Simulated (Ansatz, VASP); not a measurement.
## S in VASP and in Ansatz

```xyz
1
Lattice="0.0000 1.9127 1.9127 1.9127 0.0000 1.9127 1.9127 1.9127 0.0000" Properties=species:S:1:pos:R:3 pbc="T T T"
S     0.0000    0.0000    0.0000
```

Alike in both runs: functional PBE; k mesh 17 × 17 × 17; occupations fermi-dirac, width 0.1 eV; no spin polarisation.

Ansatz relaxed the structure, and its values are those at the end. VASP's run is a single point on that final structure, the one shown.

|  | VASP | Ansatz |
| --- | --- | --- |
| version | VASP 6.6.1 | Ansatz 0.2.0 |
| potentials or method | VASP PAW PBE potentials, release 64 (S), cutoff 520 eV | all-electron LAPW, scalar-relativistic |

|  | VASP | Ansatz | Ansatz less VASP |
| --- | --- | --- | --- |
| pressure (GPa) | 12.7 | 13.0 | +0.32 |

Ansatz ran all-electron here, so the differences hold the error of VASP's frozen core and of both bases.
